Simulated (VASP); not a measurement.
# SnO2 (P4_2/mnm) in VASP: single point with PBE

Aim: the single point of SnO2 with PBE.

Everything below comes from runs of VASP 6.6.1. Logs are shortened: lines on timing, memory, paths and dates and some standing lists are left out, and cuts for length are marked.

**1. The crystal as given**

Symmetry: P4_2/mnm, No. 136, tetragonal system. The conventional cell has a = 4.737 Å, b = 4.737 Å, c = 3.186 Å, α = 90.00°, β = 90.00°, γ = 90.00°. Sn (site symmetry mmm) is surrounded by 6 O at 2.05 to 2.06 Å. Around O (site symmetry m2m) lie 3 Sn at 2.05 to 2.06 Å.

**2. Single point, PBE**

The input, INCAR:

```
SYSTEM = SnO2
PREC     = Accurate       ! precision mode
ENCUT    = 520            ! plane-wave cutoff, eV
EDIFF    = 1E-6           ! SCF threshold, eV
ISMEAR   = 0              ! smearing method
SIGMA    = 0.1            ! smearing width, eV
LREAL    = .FALSE.        ! projectors in reciprocal space
LASPH    = .TRUE.         ! aspherical terms in the spheres
NELM     = 100            ! most SCF steps
ALGO     = Normal         ! electronic algorithm
ISIF     = 2              ! what is computed and relaxed
LWAVE    = .FALSE.        ! write WAVECAR
LCHARG   = .FALSE.        ! write CHGCAR
GGA      = PE             ! functional
NBANDS   = 35             ! bands
```

The input, KPOINTS:

```
regular mesh
0
G
  4 4 6
  0 0 0
```

The input, POSCAR:

```
SnO2
1.0
    4.7373500000      0.0000000000      0.0000000000
    0.0000000000      4.7373500000      0.0000000000
    0.0000000000      0.0000000000      3.1864000000
Sn O
2 4
Direct
    0.0000000000      0.0000000000      0.0000000000
    0.5000000000      0.5000000000      0.5000000000
    0.3056200000      0.3056200000      0.0000000000
    0.1943800000      0.8056200000      0.5000000000
    0.6943800000      0.6943800000      0.0000000000
    0.8056200000      0.1943800000      0.5000000000
```

Potentials or basis: VASP PAW PBE potentials, release 64 (Sn_d, O).

Run with:

```console
$ cat potpaw_PBE.64/Sn_d/POTCAR potpaw_PBE.64/O/POTCAR > POTCAR
$ mpirun -np 1 vasp_std > vasp.out
```

OUTCAR:

```text
SYSTEM = SnO2
   PREC = Accurate
   ENCUT = 520
   EDIFF = 1E-6
   ISMEAR = 0
   LREAL = .FALSE.
   LASPH = .TRUE.
   NELM = 100
   ISIF = 2
   GGA = PE

 ion  position               nearest neighbor table
   1  0.000  0.000  0.000-   3 2.05   5 2.05   4 2.06   6 2.06   4 2.06   6 2.06   2 3.71   2 3.71
                             2 3.71   2 3.71   2 3.71   2 3.71   2 3.71   2 3.71
   2  0.500  0.500  0.500-   4 2.05   6 2.05   5 2.06   3 2.06   3 2.06   5 2.06   1 3.71   1 3.71
                             1 3.71   1 3.71   1 3.71   1 3.71   1 3.71   1 3.71
   3  0.306  0.306  0.000-   1 2.05   2 2.06   2 2.06
   4  0.194  0.806  0.500-   2 2.05   1 2.06   1 2.06
   5  0.694  0.694  0.000-   1 2.05   2 2.06   2 2.06
   6  0.806  0.194  0.500-   2 2.05   1 2.06   1 2.06

  LATTYP: Found a simple tetragonal cell.
 ALAT       =     4.7373500000
 C/A-ratio  =     0.6726123255

  Lattice vectors:

 A1 = (   4.7373500000,   0.0000000000,   0.0000000000)
 A2 = (   0.0000000000,   4.7373500000,   0.0000000000)
 A3 = (   0.0000000000,   0.0000000000,   3.1864000000)

Analysis of symmetry for initial positions (statically):
=====================================================================
 Subroutine PRICEL returns:
 Original cell was already a primitive cell.

 Routine SETGRP: Setting up the symmetry group for a
 simple tetragonal supercell.

 Subroutine GETGRP returns: Found 16 space group operations
 (whereof  8 operations were pure point group operations)
 out of a pool of 16 trial point group operations.

The static configuration has the point symmetry D_2h.
 The point group associated with its full space group is D_4h.

Analysis of symmetry for dynamics (positions and initial velocities):
=====================================================================
 Subroutine PRICEL returns:
 Original cell was already a primitive cell.

 Routine SETGRP: Setting up the symmetry group for a
 simple tetragonal supercell.

 Subroutine GETGRP returns: Found 16 space group operations
 (whereof  8 operations were pure point group operations)
 out of a pool of 16 trial point group operations.

The dynamic configuration has the point symmetry D_2h.
 The point group associated with its full space group is D_4h.

 Subroutine INISYM returns: Found 16 space group operations
 (whereof  8 operations are pure point group operations),
 and found     1 'primitive' translations

----------------------------------------------------------------------------------------

                                     Primitive cell

  volume of cell :      71.5107

  direct lattice vectors                    reciprocal lattice vectors
     4.737350000  0.000000000  0.000000000     0.211088478  0.000000000  0.000000000
     0.000000000  4.737350000  0.000000000     0.000000000  0.211088478  0.000000000
     0.000000000  0.000000000  3.186400000     0.000000000  0.000000000  0.313833794

  length of vectors
     4.737350000  4.737350000  3.186400000     0.211088478  0.211088478  0.313833794

  position of ions in fractional coordinates (direct lattice)
     0.000000000  0.000000000  0.000000000
     0.500000000  0.500000000  0.500000000
     0.305620000  0.305620000  0.000000000
     0.194380000  0.805620000  0.500000000
     0.694380000  0.694380000  0.000000000
     0.805620000  0.194380000  0.500000000

  ion indices of the primitive-cell ions
   primitive index   ion index
                 1           1
                 2           2
                 3           3
                 4           4
                 5           5
                 6           6

----------------------------------------------------------------------------------------

 KPOINTS: regular mesh

Automatic generation of k-mesh.
 Grid dimensions read from file:
 generate k-points for:    4    4    6

 Generating k-lattice:

  Cartesian coordinates                     Fractional coordinates (reciprocal lattice)
     0.052772119  0.000000000  0.000000000     0.250000000  0.000000000  0.000000000
     0.000000000  0.052772119  0.000000000     0.000000000  0.250000000  0.000000000
     0.000000000  0.000000000  0.052305632     0.000000000  0.000000000  0.166666667

  Length of vectors
     0.052772119  0.052772119  0.052305632

  Shift w.r.t. Gamma in fractional coordinates (k-lattice)
     0.000000000  0.000000000  0.000000000

 Subroutine IBZKPT returns following result:
 ===========================================

 Found     24 irreducible k-points:

 Following reciprocal coordinates:
            Coordinates               Weight
  0.000000  0.000000  0.000000      1.000000
  0.250000  0.000000  0.000000      4.000000
  0.500000  0.000000  0.000000      2.000000
  0.250000  0.250000  0.000000      4.000000
  0.500000  0.250000  0.000000      4.000000
  0.500000  0.500000  0.000000      1.000000
[... 16 lines left out ...]
  0.500000  0.250000  0.500000      4.000000
  0.500000  0.500000  0.500000      1.000000
   k-points           NKPTS =     24   k-points in BZ     NKDIM =     24   number of bands    NBANDS=     35
   number of dos      NEDOS =    301   number of ions     NIONS =      6
   total plane-waves  NPLWV =  31104
   dimension x,y,z NGX =    36 NGY =   36 NGZ =   24
   dimension x,y,z NGXF=    72 NGYF=   72 NGZF=   48
   ions per type =               2   4
   NGX,Y,Z   is equivalent  to a cutoff of  12.63, 12.63, 12.52 a.u.
   NGXF,Y,Z  is equivalent  to a cutoff of  25.27, 25.27, 25.04 a.u.
 SYSTEM =  SnO2
   PREC   = accura    normal or accurate (medium, high low for compatibility)
   ISTART =      0    job   : 0-new  1-cont  2-samecut
   ICHARG =      2    charge: 1-file 2-atom 10-const
   ISPIN  =      1    spin polarized calculation?
   LNONCOLLINEAR =      F non collinear calculations
   LSORBIT =      F    spin-orbit coupling
   LASPH  =      T    aspherical Exc in radial PAW
   ENCUT  =  520.0 eV  38.22 Ry    6.18 a.u.   8.81  8.81  5.92*2*pi/ulx,y,z
   NELM   =    100;   NELMIN=  2; NELMDL= -5     # of ELM steps
   EDIFF  = 0.1E-05   stopping-criterion for ELM
   LREAL  =      F    real-space projection
   EDIFFG = 0.1E-04   stopping-criterion for IOM
   NSW    =      0    number of steps for IOM
   IBRION =     -1    ionic relax: 0-MD 1-quasi-New 2-CG
   NFREE  =      0    steps in history (QN), initial steepest desc. (CG)
   ISIF   =      2    stress and relaxation
   ISYM   =      2    0-nonsym 1-usesym 2-fastsym
   POTIM  = 0.5000    time-step for ionic-motion
   TEBEG  =    0.0;   TEEND  =   0.0 temperature during run
   PSTRESS=    0.0 pullay stress
   NELECT =      52.0000    total number of electrons
   NUPDOWN=      -1.0000    fix difference up-down
   EMIN   =  10.00;   EMAX   =-10.00  energy-range for DOS
   EFERMI =   0.00;   METHOD = LEGACY
   ISMEAR =     0;   SIGMA  =   0.10  broadening in eV -4-tet -1-fermi 0-gaus
   EFERMI_NEDOS =   21; number of points for ismear=-14 and -15
   IALGO  =     38    algorithm
   IMIX   =      4    mixing-type and parameters
     AMIX     =   0.40;   BMIX     =  1.00
     AMIX_MAG =   1.60;   BMIX_MAG =  1.00
  volume/ion in A,a.u.               =      11.92        80.43
  Fermi-wavevector in a.u.,A,eV,Ry     =   1.472150  2.781961 29.486913  2.167227
  Thomas-Fermi vector in A             =   2.587200
   LORBIT       =      0    0 simple, 1 ext, 2 COOP (PROOUT), +10 PAW based schemes
   GGA     = PE    functional components
   LHFCALC =     F    Hartree Fock is set to
   AEXX    =    0.0000 exact exchange contribution
   IVDW    =     0    specifies the selected vdW correction
   LEPSILON=     F    determine dielectric tensor
   LRPA    =     F    only Hartree local field effects (RPA)
 non-spin polarized calculation
 Gauss-broadening in eV      SIGMA  =   0.10
  energy-cutoff  :      520.00
  volume of cell :       71.51
 maximum number of plane-waves:      1992
 NGX is ok and might be reduce to    36
   NGX = 17   NGY = 17   NGZ = 11

 number of electron      51.9999990 magnetization

 Free energy of the ion-electron system (eV)
  ---------------------------------------------------
  ext. energy  EPLUGINS =         0.00000000
  ---------------------------------------------------
  free energy    TOTEN  =       -37.16364894 eV

  energy without entropy =      -37.16364894  energy(sigma->0) =      -37.16364894

 E-fermi :   6.5728     XC(G=0): -11.2616

 val. band max:        6.1530455042   @ k =   0.0000   0.0000   0.0000
 cond. band min:       7.3959669189   @ k =   0.0000   0.0000   0.0000
 fundamental gap:      1.2429214146
 Fermi energy:         6.5727909171

 k-point     1 :       0.0000    0.0000    0.0000
  band No.  band energies     occupation
      1     -14.9645      2.00000
      2     -14.1641      2.00000
      3     -13.9068      2.00000
      4     -13.8794      2.00000
      5     -13.8794      2.00000
      6     -13.8162      2.00000
[... 27 lines left out ...]
     34      18.3300      0.00000
     35      18.7686      0.00000

 k-point     2 :       0.2500    0.0000    0.0000
  band No.  band energies     occupation
      1     -14.8677      2.00000
      2     -14.2839      2.00000
      3     -13.9068      2.00000
      4     -13.8787      2.00000
      5     -13.8756      2.00000
      6     -13.8754      2.00000
[... 27 lines left out ...]
     34      18.3650      0.00000
     35      18.7677      0.00000

 k-point     3 :       0.5000    0.0000    0.0000
  band No.  band energies     occupation
      1     -14.6012      2.00000
      2     -14.6012      2.00000
      3     -13.9055      2.00000
      4     -13.9055      2.00000
      5     -13.8714      2.00000
      6     -13.8714      2.00000
[... 27 lines left out ...]
     34      18.6558      0.00000
     35      18.7586      0.00000

 k-point     4 :       0.2500    0.2500    0.0000
  band No.  band energies     occupation
      1     -14.8179      2.00000
      2     -14.4119      2.00000
      3     -13.9046      2.00000
      4     -13.8832      2.00000
      5     -13.8807      2.00000
      6     -13.8714      2.00000
[... 27 lines left out ...]
     34      18.2947      0.00000
     35      18.6344      0.00000

 k-point     5 :       0.5000    0.2500    0.0000
  band No.  band energies     occupation
      1     -14.6531      2.00000
      2     -14.6531      2.00000
      3     -13.8922      2.00000
      4     -13.8922      2.00000
      5     -13.8768      2.00000
      6     -13.8768      2.00000
[... 638 lines left out ...]
 k-point    22 :       0.2500    0.2500    0.5000
  band No.  band energies     occupation
      1     -14.8868      2.00000
      2     -14.6971      2.00000
      3     -14.2289      2.00000
      4     -13.8953      2.00000
      5     -13.7507      2.00000
      6     -13.7467      2.00000
[... 27 lines left out ...]
     34      18.2431      0.00000
     35      18.7453      0.00000

 k-point    23 :       0.5000    0.2500    0.5000
  band No.  band energies     occupation
      1     -14.8134      2.00000
      2     -14.8134      2.00000
      3     -14.0535      2.00000
      4     -14.0535      2.00000
      5     -13.7476      2.00000
      6     -13.7476      2.00000
[... 27 lines left out ...]
     34      17.7051      0.00000
     35      19.0004      0.00000

 k-point    24 :       0.5000    0.5000    0.5000
  band No.  band energies     occupation
      1     -14.7042      2.00000
      2     -14.7042      2.00000
      3     -14.2360      2.00000
      4     -14.2360      2.00000
      5     -13.7431      2.00000
      6     -13.7431      2.00000
[... 27 lines left out ...]
     34      17.3126      0.00000
     35      19.3061      0.00000

------------------------ aborting loop because EDIFF is reached ----------------------------------------

  FORCE on cell =-STRESS in cart. coord.  units (eV):
  Direction    XX          YY          ZZ          XY          YZ          ZX
  --------------------------------------------------------------------------------------
  -------------------------------------------------------------------------------------
  Total        4.7497700      4.7497700      5.9184564     -0.0000000      0.0000000      0.0000000
  in kB      106.4172246    106.4172246    132.6013052     -0.0000000      0.0000000      0.0000000
  external PRESSURE =     115.1452514 kB  Pullay stress =       0.0000000 kB

 VOLUME and BASIS-vectors are now :
 -----------------------------------------------------------------------------
  energy-cutoff  :      520.00
  volume of cell :       71.51
      direct lattice vectors                 reciprocal lattice vectors
     4.737350000  0.000000000  0.000000000     0.211088478  0.000000000  0.000000000
     0.000000000  4.737350000  0.000000000     0.000000000  0.211088478  0.000000000
     0.000000000  0.000000000  3.186400000     0.000000000  0.000000000  0.313833794

 POSITION                                       TOTAL-FORCE (eV/Angst)
 -----------------------------------------------------------------------------------
      0.00000      0.00000      0.00000         0.000000      0.000000      0.000000
      2.36868      2.36868      1.59320         0.000000      0.000000      0.000000
      1.44783      1.44783      0.00000        -0.036504     -0.036504      0.000000
      0.92085      3.81650      1.59320         0.036504     -0.036504      0.000000
      3.28952      3.28952      0.00000         0.036504      0.036504     -0.000000
      3.81650      0.92085      1.59320        -0.036504      0.036504     -0.000000
 -----------------------------------------------------------------------------------
    total drift:                                0.000000      0.000000      0.000000

  FREE ENERGIE OF THE ION-ELECTRON SYSTEM (eV)
  ---------------------------------------------------
  free  energy   TOTEN  =       -37.1636489395 eV

  energy  without entropy=      -37.1636489395  energy(sigma->0) =      -37.16364894
```

Wall time 33 s (1 thread of AMD EPYC 9R45 (Zen 5), shared host); peak memory 0.16 GiB.

Results:

* Free energy: -37.1636 eV
* Pressure: 11.5 GPa
* Largest force: 0.052 eV/Å
* Band gap on the k mesh: 1.24 eV, direct

Forces on the atoms (eV/Å):
```
Sn   0.000  0.000  0.000
Sn   0.000  0.000  0.000
O   -0.037 -0.037  0.000
O    0.037 -0.037  0.000
O    0.037  0.037  0.000
O   -0.037  0.037  0.000
```

Caveat: spin-orbit coupling is left out, which moves the levels of the heavy elements.
